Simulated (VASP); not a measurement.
# Quasiparticle energies of AlAs in VASP

Aim: the quasiparticle gap of AlAs, and what it costs to get it. The cell is of the zinc-blende type, one of the forms listed for this formula. The start is a cell from a database of measured crystal structures.

Calculated with VASP 6.6.1; PBE; plane waves and PAW (Al_GW, As_GW), in the first sound run; inputs show where later runs differ.

### 1. Starting point

Symmetry: F-43m, No. 216, cubic system. Conventional cell: a = 5.661 Å, b = 5.661 Å, c = 5.661 Å, α = 90.00°, β = 90.00°, γ = 90.00°. Al has 4 As at 2.45 Å nearest. Nearest to As lie 4 Al at 2.45 Å. Farther neighbours are not listed.

As a file:

```xyz
2
Lattice="0.0000 2.8304 2.8304 2.8304 0.0000 2.8304 2.8304 2.8304 0.0000" Properties=species:S:1:pos:R:3 pbc="T T T"
Al    0.0000    0.0000    0.0000
As    1.4152    1.4152    1.4152
```

### 2. Ground state, k-mesh 4×4×4

The orbitals come from a self-consistent PBE run with a tight EDIFF and a narrow smearing. KPOINTS_OPT adds the bands along a path, which shows whether the mesh holds the band edges.

INCAR reads:

```
SYSTEM = AlAs
PREC = Accurate
ENCUT = 300
EDIFF = 1E-08
NELM = 100
ISMEAR = 0
SIGMA = 0.01
LREAL = .FALSE.
ALGO = Normal
GGA = PE
NBANDS = 10
LORBIT = 11
LWAVE = .TRUE.
LCHARG = .FALSE.
KPAR = 8
```

POSCAR reads:

```
AlAs
1.0
    0.0000000000      2.8304000000      2.8304000000
    2.8304000000      0.0000000000      2.8304000000
    2.8304000000      2.8304000000      0.0000000000
Al As
1 1
Direct
    0.0000000000      0.0000000000      0.0000000000
    0.2500000000      0.2500000000      0.2500000000
```

KPOINTS reads:

```
Automatic mesh
0
Gamma
4 4 4
0 0 0
```

KPOINTS_OPT reads:

```
Line mode
12
Line-mode
Reciprocal
  0.00000000   0.00000000   0.00000000 GAMMA
  0.50000000   0.00000000   0.50000000 X

  0.50000000   0.00000000   0.50000000 X
  0.50000000   0.25000000   0.75000000 W

  0.50000000   0.25000000   0.75000000 W
  0.37500000   0.37500000   0.75000000 K

  0.37500000   0.37500000   0.75000000 K
  0.00000000   0.00000000   0.00000000 GAMMA

  0.00000000   0.00000000   0.00000000 GAMMA
  0.50000000   0.50000000   0.50000000 L

  0.50000000   0.50000000   0.50000000 L
  0.62500000   0.25000000   0.62500000 U

  0.62500000   0.25000000   0.62500000 U
  0.50000000   0.25000000   0.75000000 W

  0.50000000   0.25000000   0.75000000 W
  0.50000000   0.50000000   0.50000000 L

  0.50000000   0.50000000   0.50000000 L
  0.37500000   0.37500000   0.75000000 K

  0.62500000   0.25000000   0.62500000 U
  0.50000000   0.00000000   0.50000000 X
```

PAW data sets: Al_GW and As_GW (PBE family, release 64).

On the command line:

```
$ mpirun -np 8 vasp_std
```

What it wrote:

```text
[banner, memory and clock lines left out]
running    8 mpi-ranks, on    1 nodes
 distrk:  each k-point on    1 cores,    8 groups
 distr:  one band on    1 cores,    1 groups

 POSCAR found type information on POSCAR AlAs
 POSCAR found :  2 types and       2 ions
|                                                                             |
|           W    W    AA    RRRRR   N    N  II  N    N   GGGG   !!!           |
|           W    W   A  A   R    R  NN   N  II  NN   N  G    G  !!!           |
|           W    W  A    A  R    R  N N  N  II  N N  N  G       !!!           |
|           W WW W  AAAAAA  RRRRR   N  N N  II  N  N N  G  GGG   !            |
|           WW  WW  A    A  R   R   N   NN  II  N   NN  G    G                |
|           W    W  A    A  R    R  N    N  II  N    N   GGGG   !!!           |
|                                                                             |
|     For optimal performance we recommend to set                             |
|       NCORE = 2 up to number-of-cores-per-socket                            |
|     NCORE specifies how many cores store one orbital (NPAR=cpu/NCORE).      |
|     This setting can greatly improve the performance of VASP for DFT.       |
|     The default, NCORE=1 might be grossly inefficient on modern             |
|     multi-core architectures or massively parallel machines. Do your        |
|     Unfortunately you need to use the default for GW and RPA                |
|     calculations (for HF NCORE is supported but not extensively tested      |
|     yet).                                                                   |
|                                                                             |

 LDA part: xc-table for (Slater+PW92), standard interpolation
 POSCAR, INCAR and KPOINTS ok, starting setup
 FFT: planning ... GRIDC
 FFT: planning ... GRID_SOFT
 FFT: planning ... GRID
 WAVECAR not read
 entering main loop
       N       E                     dE             d eps       ncg     rms          rms(c)
DAV:   1     0.853340039834E+01    0.85334E+01   -0.26747E+03   160   0.480E+02
DAV:   2    -0.892183420250E+01   -0.17455E+02   -0.17088E+02   238   0.757E+01
DAV:   3    -0.950440853306E+01   -0.58257E+00   -0.58232E+00   210   0.145E+01
DAV:   4    -0.951339976998E+01   -0.89912E-02   -0.89904E-02   196   0.184E+00
DAV:   5    -0.951370195475E+01   -0.30218E-03   -0.30217E-03   208   0.274E-01    0.283E+00
DAV:   6    -0.930242521376E+01    0.21128E+00   -0.37330E-01   168   0.244E+00    0.155E+00
DAV:   7    -0.926497167895E+01    0.37454E-01   -0.19349E-01   196   0.190E+00    0.483E-01
DAV:   8    -0.926618598286E+01   -0.12143E-02   -0.14456E-02   172   0.621E-01    0.609E-02
DAV:   9    -0.926642621198E+01   -0.24023E-03   -0.59194E-04   198   0.141E-01    0.278E-02
DAV:  10    -0.926651514241E+01   -0.88930E-04   -0.13998E-04   178   0.667E-02    0.529E-03
DAV:  11    -0.926651770811E+01   -0.25657E-05   -0.17824E-05   196   0.199E-02    0.456E-03
DAV:  12    -0.926651686028E+01    0.84783E-06   -0.41550E-06   182   0.872E-03    0.382E-04
DAV:  13    -0.926651690439E+01   -0.44101E-07   -0.27295E-07   200   0.288E-03    0.259E-04
DAV:  14    -0.926651688598E+01    0.18405E-07   -0.17949E-08   176   0.773E-04    0.856E-05
DAV:  15    -0.926651690247E+01   -0.16486E-07   -0.11338E-09   100   0.172E-04    0.225E-05
DAV:  16    -0.926651690983E+01   -0.73640E-08   -0.23191E-10   104   0.893E-05
   1 F= -.92665169E+01 E0= -.92665169E+01  d E =-.107585E-38
 Start KPOINTS_OPT (optional k-point list driver)
k-point batch [1-8\120]
       N       E                     dE             ncg
DAV:   1     0.147116347396E+03   -0.29377E+03      160
DAV:   2    -0.128119336374E+02   -0.15993E+03      244
DAV:   3    -0.170386293099E+02   -0.42267E+01      200
DAV:   4    -0.170708464924E+02   -0.32217E-01      184
DAV:   5    -0.170713973778E+02   -0.55089E-03      182
DAV:   6    -0.170714164424E+02   -0.19065E-04      202
DAV:   7    -0.170714170473E+02   -0.60493E-06      192
DAV:   8    -0.170714170691E+02   -0.21826E-07      206
DAV:   9    -0.170714170699E+02   -0.74510E-09      154
[...]
k-point batch [113-120\120]
       N       E                     dE             ncg
DAV:   1     0.214575934656E+02   -0.18415E+04      160
DAV:   2    -0.937801579296E+02   -0.11524E+03      236
DAV:   3    -0.968462797651E+02   -0.30661E+01      268
DAV:   4    -0.968551023074E+02   -0.88225E-02      196
DAV:   5    -0.968552846655E+02   -0.18236E-03      256
DAV:   6    -0.968552873468E+02   -0.26813E-05      212
DAV:   7    -0.968552873576E+02   -0.10782E-07      262
DAV:   8    -0.968552873577E+02   -0.18304E-09      218
 writing wavefunctions
```

Run time: 6.8 s. Hardware: 8 MPI ranks of AMD EPYC 7R43, shared host; peak memory 0.74 GiB; 46 s of CPU time.

The logs omit lines about the potential files and the build; timing stands in the text.

From OUTCAR (step 2):

```text
ion  position               nearest neighbor table
   1  0.000  0.000  0.000-   2 2.45   2 2.45   2 2.45   2 2.45
   2  0.250  0.250  0.250-   1 2.45   1 2.45   1 2.45   1 2.45

  LATTYP: Found a face centered cubic cell.
 ALAT       =     5.6608000000

 Subroutine GETGRP returns: Found 24 space group operations
 (whereof 24 operations were pure point group operations)

The static configuration has the point symmetry T_d .

 Found      8 irreducible k-points:

   k-points           NKPTS =      8   k-points in BZ     NKDIM =      8   number of bands    NBANDS=     10

   dimension x,y,z NGX =    24 NGY =   24 NGZ =   24
   dimension x,y,z NGXF=    48 NGYF=   48 NGZF=   48

   ENCUT  =  300.0 eV  22.05 Ry    4.70 a.u.   5.65  5.65  5.65*2*pi/ulx,y,z

   NELECT =       8.0000    total number of electrons

 k-points in reciprocal lattice and weights: Automatic mesh
   0.00000000  0.00000000  0.00000000       0.016
   0.25000000  0.00000000  0.00000000       0.125
   0.50000000  0.00000000  0.00000000       0.062
   0.25000000  0.25000000  0.00000000       0.094
   0.50000000  0.25000000  0.00000000       0.375
  -0.25000000  0.25000000  0.00000000       0.188
   0.50000000  0.50000000  0.00000000       0.047
  -0.25000000  0.50000000  0.25000000       0.094

 average (electrostatic) potential at core
       1 -53.9784       2 -49.9531

 E-fermi :   3.5554

 k-point     1 :       0.0000    0.0000    0.0000
  band No.  band energies     occupation
      1      -8.4033      2.00000
      2       3.4652      2.00000
      3       3.4652      2.00000
      4       3.4652      2.00000
      5       5.5066      0.00000
      6       7.7245      0.00000
      7       7.7245      0.00000
      8       7.7245      0.00000
      9      12.3173      0.00000
    ...

 k-point     2 :       0.2500    0.0000    0.0000
  band No.  band energies     occupation
      1      -7.8234      2.00000
      2       0.0684      2.00000
      3       2.9827      2.00000
      4       2.9827      2.00000
      5       6.0600      0.00000
      6       8.3505      0.00000
      7       8.3505      0.00000
      8       9.9078      0.00000
      9      11.7493      0.00000
    ...

 k-point     3 :       0.5000    0.0000    0.0000
  band No.  band energies     occupation
      1      -6.9748      2.00000
      2      -2.1253      2.00000
      3       2.6349      2.00000
      4       2.6349      2.00000
      5       5.5859      0.00000
      6       8.1192      0.00000
      7       8.1192      0.00000
      8      11.2013      0.00000
      9      14.6560      0.00000
    ...

  Total        0.8435217      0.8435217      0.8435217      0.0000000      0.0000000      0.0000000
  in kB       29.8011766     29.8011766     29.8011766      0.0000000      0.0000000      0.0000000
  external PRESSURE =      29.8011766 kB  Pullay stress =       0.0000000 kB

  energy-cutoff  :      300.00
  volume of cell :       45.35
      direct lattice vectors                 reciprocal lattice vectors
     0.000000000  2.830400000  2.830400000    -0.176653477  0.176653477  0.176653477
     2.830400000  0.000000000  2.830400000     0.176653477 -0.176653477  0.176653477
     2.830400000  2.830400000  0.000000000     0.176653477  0.176653477 -0.176653477

 POSITION                                       TOTAL-FORCE (eV/Angst)
 -----------------------------------------------------------------------------------
      0.00000      0.00000      0.00000        -0.000000     -0.000000     -0.000000
      1.41520      1.41520      1.41520         0.000000      0.000000      0.000000
 -----------------------------------------------------------------------------------
    total drift:                               -0.000002     -0.000002     -0.000002

  FREE ENERGIE OF THE ION-ELECTRON SYSTEM (eV)
  ---------------------------------------------------
  free  energy   TOTEN  =        -9.2665169098 eV

  energy  without entropy=       -9.2665169098  energy(sigma->0) =       -9.26651691

 total charge
# of ion       s       p       d       tot
------------------------------------------
    1        0.471   0.468   0.072   1.011
    2        1.163   1.675   0.023   2.861
--------------------------------------------------
tot          1.634   2.143   0.096   3.872

[... 3 further parts left out ...]
```

Numbers from this step:

* free energy (TOTEN): -9.267 eV
* Fermi energy: 3.555 eV
* pressure: 2.980 GPa
* least gap on mesh and path: 1.411 eV
* least direct gap on mesh and path: 2.041 eV

The highest empty bands on the path are converged less tightly, to about 0.1 eV. Electronic bands along the path, in eV, zero at the valence-band top; v1 is the highest filled band, c1 the lowest empty one:

```csv
point,v3,v2,v1,c1,c2,c3,c4
Γ,0.00,0.00,0.00,2.04,4.26,4.26,4.26
0.55 of the way,-3.53,-1.49,-1.49,2.38,3.54,7.17,7.17
X,-5.45,-2.18,-2.18,1.41,2.27,10.31,10.31
0.45 of the way,-5.33,-2.64,-2.51,2.31,3.21,8.38,9.10
W,-5.11,-3.19,-2.84,4.31,5.63,5.68,6.04
0.55 of the way,-5.16,-3.35,-2.26,2.98,5.05,6.83,7.51
K,-5.20,-3.43,-1.81,2.21,4.96,8.15,8.30
0.45 of the way,-3.97,-2.26,-0.57,3.66,5.14,5.32,5.95
Γ,0.00,0.00,0.00,2.04,4.26,4.26,4.26
0.45 of the way,-3.06,-0.42,-0.42,2.67,4.86,4.86,6.09
L,-5.59,-0.83,-0.83,2.12,4.65,4.65,7.74
0.45 of the way,-5.38,-2.30,-1.20,3.00,4.78,5.65,7.88
U,-5.20,-3.43,-1.81,2.21,4.96,8.15,8.30
0.55 of the way,-5.15,-3.32,-2.40,3.26,5.09,6.56,7.22
W,-5.11,-3.19,-2.84,4.31,5.63,5.68,6.04
0.55 of the way,-5.33,-2.52,-1.43,3.55,4.19,6.33,7.80
L,-5.59,-0.83,-0.83,2.12,4.65,4.65,7.74
0.45 of the way,-5.38,-2.30,-1.20,3.00,4.78,5.65,7.88
K,-5.20,-3.43,-1.81,2.21,4.96,8.15,8.30
jump to U,-5.20,-3.43,-1.81,2.21,4.96,8.15,8.30
0.55 of the way,-5.39,-2.65,-2.11,1.73,2.87,9.63,9.67
X,-5.45,-2.18,-2.18,1.41,2.27,10.31,10.31
```

Of the projections kept (Al, As), the largest for each band there; the rest of the weight can lie on other orbitals:

```csv
point,v3,v2,v1,c1,c2,c3,c4
Γ,As 0.84,As 0.84,As 0.84,As 0.61,Al 0.76,Al 0.76,Al 0.76
X,Al 0.57,As 0.72,As 0.72,Al 0.55,Al 0.65,Al 0.51,Al 0.51
W,Al 0.61,As 0.74,As 0.67,As 0.77,As 0.56,Al 0.64,Al 0.65
K,Al 0.59,As 0.71,As 0.73,Al 0.59,As 0.55,As 0.51,Al 0.57
Γ,As 0.84,As 0.84,As 0.84,As 0.61,Al 0.76,Al 0.76,Al 0.76
L,Al 0.50,As 0.77,As 0.77,Al 0.58,Al 0.65,Al 0.65,As 0.71
```

The electronic bands as a text plot (rows in eV, shown from -5.6 to 4.3 only):

```
    4.1 |++ +       +++         +++                ++++       +
    3.6 |  + +              +++                  +   +
    3.2 |   + +        +   +   +                      +
    2.8 | +    +   ++     +     +  +++     +++  +         ++   +
    2.4 |+   +  +++     ++       +    ++  +   ++       + +  ++  +
    2.0 |     +    +              +     ++              +     +
    1.6 |      ++++                                            ++
    1.2 |
    0.8 |
    0.4 |
    0.0 |*                     ******
   -0.5 |***                 ** **   ***
   -0.9 | * *               *  *   *    ****           ***
   -1.3 |                 **    *           **       *** ***
   -1.7 |  * **          *    *     *      *  **            **
   -2.1 |   *  ****     *    * *            *   *   * *   *   ***
   -2.5 |          **  *             *           * * *     *   *
   -2.9 |           ***     *                *    * *
   -3.3 |    *       *******  *               ******        ***
   -3.7 |                             *
   -4.2 |     *              *         *
   -4.6 |      *           **
   -5.0 |       *    ***  *                   * *****        *
   -5.4 |        ****   **              ****** *     ******** ***
         Γ       X    W  K        Γ      L     U  W     L   K|U X
```

The cell has a gap of 1.41 eV on mesh and path and a pressure of +3.0 GPa, which holds the misfit of the given cell and coordinates with this functional, and any error of cutoff, mesh and data sets. Spin-orbit coupling is left out, which can shift or reorder these edges.

### 3. Empty bands, k-mesh 4×4×4

The next step needs empty bands that the ground-state run didn't converge, so the Hamiltonian is diagonalised exactly for NBANDS bands, in a single step. LOPTICS writes the k-derivatives of the orbitals (WAVEDER), which give the long-wavelength limit of the screening.

INCAR reads:

```
SYSTEM = AlAs
PREC = Accurate
ENCUT = 300
ISMEAR = 0
SIGMA = 0.01
LREAL = .FALSE.
GGA = PE
NBANDS = 104
ALGO = Exact
NELM = 1
LWAVE = .TRUE.
LCHARG = .FALSE.
LOPTICS = .TRUE.
NEDOS = 1000
CSHIFT = 0.1
```

POSCAR is that of step 2.

KPOINTS is that of step 2.

On the command line:

```
$ mpirun -np 8 vasp_std
```

What it wrote:

```text
[banner, memory and clock lines left out]
running    8 mpi-ranks, on    1 nodes
 distrk:  each k-point on    8 cores,    1 groups
 distr:  one band on    1 cores,    8 groups

 POSCAR found type information on POSCAR AlAs
 POSCAR found :  2 types and       2 ions
 [... a notice as in an earlier step ...]

 LDA part: xc-table for (Slater+PW92), standard interpolation
 found WAVECAR, reading the header
  number of bands has changed, file:    10 present:   104
  trying to continue reading WAVECAR, but it might fail
 POSCAR, INCAR and KPOINTS ok, starting setup
 FFT: planning ... GRIDC
 FFT: planning ... GRID_SOFT
 FFT: planning ... GRID
 reading WAVECAR
 random initialization beyond band           10
 the WAVECAR file was read successfully
 initial charge from wavefunction
 entering main loop
       N       E                     dE             d eps       ncg     rms          rms(c)
DIA:   1    -0.926651690817E+01   -0.92665E+01    0.00000E+00     0   0.000E+00
   1 F= -.92665169E+01 E0= -.92665169E+01  d E =-.245096E-24
 writing wavefunctions
 optical routines
 imaginary and real dielectric function
 recalculating local potential from charge density
 direction            1
 direction            2
 direction            3
```

The job ended after 3.8 s (8 MPI ranks; peak memory 0.6 GiB).

OUTCAR, selected parts (step 3):

```text
The static configuration has the point symmetry T_d .

 Found      8 irreducible k-points:

   k-points           NKPTS =      8   k-points in BZ     NKDIM =      8   number of bands    NBANDS=    104

   NELECT =       8.0000    total number of electrons

 E-fermi :   3.5348

 k-point     1 :       0.0000    0.0000    0.0000
  band No.  band energies     occupation
      1      -8.4033      2.00000
      2       3.4652      2.00000
      3       3.4652      2.00000
      4       3.4652      2.00000
      5       5.5066      0.00000
      6       7.7245      0.00000
      7       7.7245      0.00000
      8       7.7245      0.00000
      9      12.3171      0.00000
    ...

 k-point     4 :       0.2500    0.2500    0.0000
  band No.  band energies     occupation
      1      -7.6231      2.00000
      2       0.2447      2.00000
      3       2.1141      2.00000
      4       2.1141      2.00000
      5       6.0224      0.00000
      6       7.2202      0.00000
      7      10.2786      0.00000
      8      10.2786      0.00000
      9      10.8960      0.00000
    ...

  Total        0.8434936      0.8434936      0.8434936      0.0000000      0.0000000     -0.0000000
  in kB       29.8001817     29.8001817     29.8001817      0.0000000      0.0000000     -0.0000000
  external PRESSURE =      29.8001817 kB  Pullay stress =       0.0000000 kB

  FREE ENERGIE OF THE ION-ELECTRON SYSTEM (eV)
  ---------------------------------------------------
  free  energy   TOTEN  =        -9.2665169082 eV

  energy  without entropy=       -9.2665169082  energy(sigma->0) =       -9.26651691

 plasma frequency squared (from intraband transitions) (eV^2)
  --------------------------------------------------------------------------------------
       0.000      -0.000       0.000
      -0.000       0.000      -0.000
       0.000      -0.000       0.000

[... 12 parts as in an earlier step ...]

[... 1 further part left out ...]
```

The gap is read on the k-mesh alone, so it is an upper bound where the band edges lie off the mesh.

A gap read on the k-mesh alone can miss the band edges.

Numbers from this step:

- gap on the k-mesh: 1.411 eV
- least direct gap on the k-mesh: 2.041 eV

WAVECAR now holds 104 bands for 8 electrons. Its independent-particle dielectric tensor has xx, yy, zz = 16.2, 16.2, 16.2 on this mesh, which isn't tested for convergence in mesh or bands and lacks local fields.

[end of part 1 of 2]

[Lines on the potential files, build, host, timing and source positions are cut from VASP's logs without a mark.]

[Logs are printed without paths, hosts, clocks, repeated set-up lines and the standing remarks that a program may print on its own settings, such as how far it seeks lower states.]

[Hosts, paths, dates, database ids (printed as entryN), source tags and the programs' standing remarks are cut or masked in the printed files.]

[Pressures printed for these runs are not shown converged in the cutoff: they can be off by several GPa and have the wrong sign.]

[In band tables of VASP the shares of atoms and orbitals are scaled to a sum of 1 inside the atoms' spheres.]
